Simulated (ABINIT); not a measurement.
# CdS (Greenockite) (P6_3mc) in ABINIT: a series of runs

The runs below take CdS (Greenockite) through single point, with PBE.

Program: ABINIT 10.8.3 (patched build). These are calculated values, not measurements. Logs are shortened: lines on timing, memory, paths and dates and some standing lists are left out, and cuts for length are marked. The log counts tension as positive stress, the text compression.

**The experiment to reproduce.**

From “Isotope dependence of band-gap energy”, 2008, arxiv:0807.2152, for a bulk crystal of CdS: band gap 2.5809 ± 0.0002 eV.

How close the calculation comes is told below.

## (1) The structure

Symmetry: P6_3mc, No. 186, hexagonal system. Conventional cell: a = 4.150 Å, b = 4.150 Å, c = 6.737 Å, α = 90.00°, β = 90.00°, γ = 120.00°. Cd (site symmetry 3m) has 4 S at 2.53 to 2.54 Å as nearest neighbours. S (site symmetry 3m) is surrounded by 4 Cd at 2.53 to 2.54 Å.

## (2) Single point, PBE

The input, run.abi:

```
# Pseudopotentials
pp_dirpath "./"
pseudos "Cd.upf, S.upf"

# Structure
acell 3*1.0 Angstrom
rprim
     4.1500000000     0.0000000000     0.0000000000
    -2.0750000000     3.5940054257     0.0000000000
     0.0000000000     0.0000000000     6.7370000000
ntypat 2
znucl 48 16
natom 4
typat 1 1 2 2
xred
     0.6666666667     0.3333333333     0.5000000000
     0.3333333333     0.6666666667     0.0000000000
     0.6666666667     0.3333333333     0.8750000000
     0.3333333333     0.6666666667     0.3750000000

# Plane-wave basis
ecut 51.0

# k points
kptopt 1
ngkpt 5 5 3
nshiftk 1
shiftk 0.0 0.0 0.0

# Exchange and correlation
ixc 11

# Bands and occupations
nband 32
occopt 3
tsmear 0.05 eV

# SCF cycle
nstep 100
tolvrs 1.0e-10

# Output
iomode 3
prtwf 0
prtden 0
prteig 0
prtebands 0
prtvol 2
```

Potentials or basis: PseudoDojo NC SR PBE v0.4.1 standard.

Started as:

```bash
abinit run.abi > log 2>&1
```

run.abo:

```text
.Version 10.8.3 of ABINIT
 Symmetries : space group P6_3 m c (#186); Bravais hP (primitive hexag.)
================================================================================
 Values of the parameters that define the memory need of the present run
     intxc =       0    ionmov =       0      iscf =       7    lmnmax =       6
     lnmax =       6     mgfft =      90  mpssoang =       3    mqgrid =    4093
     natom =       4  nloc_mem =       1    nspden =       1   nspinor =       1
    nsppol =       1      nsym =      12    n1xccc =    2501    ntypat =       2
    occopt =       3   xclevel =       2
       mpw =       11849          nfft =      262440          nkpt =          10
================================================================================
================================================================================

--------------------------------------------------------------------------------
------------- Echo of variables that govern the present computation ------------
--------------------------------------------------------------------------------
 -outvars: echo values of preprocessed input variables --------
            acell      1.8897261259E+00  1.8897261259E+00  1.8897261259E+00 Bohr
              amu      1.12411000E+02  3.20660000E+01
             ecut      5.10000000E+01 Hartree
              ixc          11
         kptrlatt        5    0    0      0    5    0      0    0    3
          kptrlen      3.81932547E+01
            natom           4
            nband          32
            ngfft          54      54      90
             nkpt          10
            nstep         100
             nsym          12
           ntypat           2
           occopt           3
           prtden           0
        prtebands           0
           prteig           0
           prtvol           2
            prtwf           0
            rprim      4.1500000000E+00  0.0000000000E+00  0.0000000000E+00
                      -2.0750000000E+00  3.5940054257E+00  0.0000000000E+00
                       0.0000000000E+00  0.0000000000E+00  6.7370000000E+00
          spgroup         186
           tolvrs      1.00000000E-10
           tsmear      1.83746611E-03 Hartree
            typat      1  1  2  2
           xangst      2.0750000000E+00  1.1980018086E+00  3.3685000000E+00
                       5.4988127893E-16  2.3960036171E+00  0.0000000000E+00
                       2.0750000000E+00  1.1980018086E+00  5.8948750000E+00
                       5.4988127893E-16  2.3960036171E+00  2.5263750000E+00
            xcart      3.9211817113E+00  2.2638953165E+00  6.3655424551E+00
                       1.0391250189E-15  4.5277906331E+00  0.0000000000E+00
                       3.9211817113E+00  2.2638953165E+00  1.1139699296E+01
                       1.0391250189E-15  4.5277906331E+00  4.7741568413E+00
             xred      6.6666666667E-01  3.3333333333E-01  5.0000000000E-01
                       3.3333333333E-01  6.6666666667E-01  0.0000000000E+00
                       6.6666666667E-01  3.3333333333E-01  8.7500000000E-01
                       3.3333333333E-01  6.6666666667E-01  3.7500000000E-01
            znucl       48.00000   16.00000

================================================================================

 chkinp: Checking input parameters for consistency.

================================================================================
== DATASET  1 ==================================================================

--- !DatasetInfo
iteration_state: {dtset: 1, }
dimensions: {natom: 4, nkpt: 10, mband: 32, nsppol: 1, nspinor: 1, nspden: 1, mpw: 11849, }
cutoff_energies: {ecut:  51.0, pawecutdg:  -1.0, }
electrons: {nelect:   5.20000000E+01, charge:   0.00000000E+00, occopt:   3.00000000E+00, tsmear:   1.83746611E-03, }
meta: {optdriver: 0, ionmov: 0, optcell: 0, iscf: 7, paral_kgb: 0, }
...

[... 149 lines left out ...]
  1.32E-15 1.43E-15 2.02E-15 2.05E-15 1.96E-15 1.47E-15 1.08E-15 1.03E-15
  5.64E-16 5.51E-16 1.63E-15 1.73E-15 1.38E-15 1.57E-15 1.17E-15 1.67E-15
  1.47E-15 1.64E-15 3.04E-15 3.20E-15 3.78E-14 2.64E-15 2.33E-13 1.60E-09
 reduced coordinates (array xred) for    4 atoms
       0.666666666667      0.333333333333      0.500000000000
       0.333333333333      0.666666666667      0.000000000000
       0.666666666667      0.333333333333      0.875000000000
       0.333333333333      0.666666666667      0.375000000000
 rms dE/dt=  9.3324E-03; max dE/dt=  1.6164E-02; dE/dt below (all hartree)
    1       0.000000000000     -0.000000000000      0.016163955436
    2      -0.000000000000      0.000000000000      0.016163955436
    3       0.000000000000      0.000000000000     -0.016164404515
    4       0.000000000000      0.000000000000     -0.016164404515

 cartesian coordinates (angstrom) at end:
    1      2.07500000000000     1.19800180856667     3.36850000000000
    2      0.00000000000000     2.39600361713333     0.00000000000000
    3      2.07500000000000     1.19800180856667     5.89487500000000
    4      0.00000000000000     2.39600361713333     2.52637500000000

 cartesian forces (hartree/bohr) at end:
    1     -0.00000000000000     0.00000000000000    -0.00126966241209
    2      0.00000000000000    -0.00000000000000    -0.00126966241209
    3     -0.00000000000000    -0.00000000000000     0.00126966241209
    4     -0.00000000000000    -0.00000000000000     0.00126966241209
 frms,max,avg= 7.3303994E-04 1.2696624E-03   0.000E+00  0.000E+00  1.764E-08 h/b

 cartesian forces (eV/Angstrom) at end:
    1     -0.00000000000000     0.00000000000000    -0.06528866627093
    2      0.00000000000000    -0.00000000000000    -0.06528866627093
    3     -0.00000000000000    -0.00000000000000     0.06528866627093
    4     -0.00000000000000    -0.00000000000000     0.06528866627093
 frms,max,avg= 3.7694429E-02 6.5288666E-02   0.000E+00  0.000E+00  9.069E-07 e/A
 length scales=  1.889726125908  1.889726125908  1.889726125908 bohr
              =  1.000000000000  1.000000000000  1.000000000000 angstroms
 Fermi (or HOMO) energy (hartree) =   0.17793   Average Vxc (hartree)=  -0.34141
 Eigenvalues (hartree) for nkpt=  10  k points:
 kpt#   1, nband= 32, wtk=  0.01333, kpt=  0.0000  0.0000  0.0000 (reduced coord)
  -3.56871   -3.56871   -2.13785   -2.13785   -2.13785   -2.13785   -2.13785   -2.13783
  -0.29656   -0.28089   -0.12672   -0.12591   -0.12591   -0.12277   -0.12277   -0.11132
  -0.11132   -0.10804   -0.10804   -0.09573   -0.00385    0.12739    0.12739    0.15355
   0.15513    0.15513    0.19901    0.25766    0.39263    0.39263    0.40466    0.43305
      occupation numbers for kpt#   1
   2.00000    2.00000    2.00000    2.00000    2.00000    2.00000    2.00000    2.00000
   2.00000    2.00000    2.00000    2.00000    2.00000    2.00000    2.00000    2.00000
   2.00000    2.00000    2.00000    2.00000    2.00000    2.00000    2.00000    2.00000
   1.99999    1.99999    0.00002    0.00000    0.00000    0.00000    0.00000    0.00000
 kpt#   2, nband= 32, wtk=  0.08000, kpt=  0.2000  0.0000  0.0000 (reduced coord)
  -3.56871   -3.56871   -2.13786   -2.13786   -2.13786   -2.13785   -2.13785   -2.13783
  -0.29182   -0.27894   -0.12505   -0.12417   -0.12232   -0.12029   -0.12012   -0.11230
  -0.11111   -0.10965   -0.10763   -0.09262    0.00527    0.08195    0.10054    0.11203
   0.14294    0.14591    0.25070    0.29596    0.36156    0.39917    0.40910    0.42711
      occupation numbers for kpt#   2
   2.00000    2.00000    2.00000    2.00000    2.00000    2.00000    2.00000    2.00000
[... 68 lines left out ...]
      occupation numbers for kpt#   9
   2.00000    2.00000    2.00000    2.00000    2.00000    2.00000    2.00000    2.00000
   2.00000    2.00000    2.00000    2.00000    2.00000    2.00000    2.00000    2.00000
   2.00000    2.00000    2.00000    2.00000    2.00000    2.00000    2.00000    2.00000
   2.00000    2.00000    0.00000    0.00000    0.00000    0.00000    0.00000    0.00000
 kpt#  10, nband= 32, wtk=  0.16000, kpt=  0.4000  0.2000  0.3333 (reduced coord)
  -3.56871   -3.56871   -2.13787   -2.13787   -2.13786   -2.13786   -2.13784   -2.13784
  -0.27877   -0.27725   -0.12142   -0.12052   -0.11894   -0.11676   -0.11267   -0.11149
  -0.10959   -0.10902   -0.09342   -0.09096    0.00688    0.01480    0.06707    0.09192
   0.09995    0.11509    0.30280    0.32450    0.36578    0.36600    0.39335    0.42631
      occupation numbers for kpt#  10
   2.00000    2.00000    2.00000    2.00000    2.00000    2.00000    2.00000    2.00000
   2.00000    2.00000    2.00000    2.00000    2.00000    2.00000    2.00000    2.00000
   2.00000    2.00000    2.00000    2.00000    2.00000    2.00000    2.00000    2.00000
   2.00000    2.00000    0.00000    0.00000    0.00000    0.00000    0.00000    0.00000
 Total charge density [el/Bohr^3]
)     Maximum=    2.5666E+00  at reduced coord.    0.3889    0.7593    0.9889
)Next maximum=    2.5666E+00  at reduced coord.    0.3704    0.7593    0.9889
)     Minimum=    1.0905E-03  at reduced coord.    0.0000    0.0000    0.1778
)Next minimum=    1.0905E-03  at reduced coord.    0.0000    0.0000    0.6778
   Integrated=    5.2000E+01

--- !EnergyTerms
iteration_state     : {dtset: 1, }
comment             : Components of total free energy in Hartree
kinetic             :  1.30781580923027E+02
hartree             :  1.31090560760372E+02
xc                  : -5.48397497943941E+01
Ewald energy        : -1.97799265838707E+02
psp_core            :  4.93590210809691E+00
local_psp           : -3.98495383264066E+02
non_local_psp       :  1.14901155985714E+01
internal            : -3.72836239507100E+02
'-kT*entropy'       : -1.33782341942420E-08
total_energy        : -3.72836239520478E+02
total_energy_eV     : -1.01453909200908E+04
band_energy         : -4.23408634921537E+01
...

 Cartesian components of stress tensor (hartree/bohr^3)
  sigma(1 1)= -6.44713081E-05  sigma(3 2)=  0.00000000E+00
  sigma(2 2)= -6.44713081E-05  sigma(3 1)=  0.00000000E+00
  sigma(3 3)= -8.45219874E-05  sigma(2 1)=  0.00000000E+00

-Cartesian components of stress tensor (GPa)         [Pressure=  2.0934E+00 GPa]
- sigma(1 1)= -1.89681137E+00  sigma(3 2)=  0.00000000E+00
- sigma(2 2)= -1.89681137E+00  sigma(3 1)=  0.00000000E+00
- sigma(3 3)= -2.48672272E+00  sigma(2 1)=  0.00000000E+00

== END DATASET(S) ==============================================================
================================================================================

 -outvars: echo values of variables after computation  --------
            acell      1.8897261259E+00  1.8897261259E+00  1.8897261259E+00 Bohr
           etotal     -3.7283623952E+02
            fcart     -1.7167307086E-29  6.9380845573E-29 -1.2696624121E-03
                       5.1501921259E-29 -4.9557746838E-29 -1.2696624121E-03
                      -1.7167307086E-29 -9.9115493676E-30  1.2696624121E-03
                      -1.7167307086E-29 -9.9115493676E-30  1.2696624121E-03
            rprim      4.1500000000E+00  0.0000000000E+00  0.0000000000E+00
                      -2.0750000000E+00  3.5940054257E+00  0.0000000000E+00
                       0.0000000000E+00  0.0000000000E+00  6.7370000000E+00
           strten     -6.4471308097E-05 -6.4471308075E-05 -8.4521987434E-05
                       0.0000000000E+00  0.0000000000E+00  0.0000000000E+00
           xangst      2.0750000000E+00  1.1980018086E+00  3.3685000000E+00
                       5.4988127893E-16  2.3960036171E+00  0.0000000000E+00
                       2.0750000000E+00  1.1980018086E+00  5.8948750000E+00
                       5.4988127893E-16  2.3960036171E+00  2.5263750000E+00
             xred      6.6666666667E-01  3.3333333333E-01  5.0000000000E-01
                       3.3333333333E-01  6.6666666667E-01  0.0000000000E+00
                       6.6666666667E-01  3.3333333333E-01  8.7500000000E-01
                       3.3333333333E-01  6.6666666667E-01  3.7500000000E-01
 Calculation completed.
```

Run time: 4.9 min. Hardware: 1 thread of Intel Xeon at 2.70GHz, shared host; peak memory 0.19 GiB.

What came out:

```
Free energy                                           : -10145.3909 eV
Largest force                                         : 0.065 eV/Å
Band gap on the k mesh                                : 1.19 eV, direct
Valence electrons inside the program's atomic spheres : Cd 17.16; S 3.90
```

Forces on the atoms (eV/Å):
```
Cd   0.000  0.000 -0.065
Cd   0.000  0.000 -0.065
S    0.000  0.000  0.065
S    0.000  0.000  0.065
```

Caveat: the cutoff is too short for stress, so the log's stress isn't used.

(Continued in part 2 of 2.)
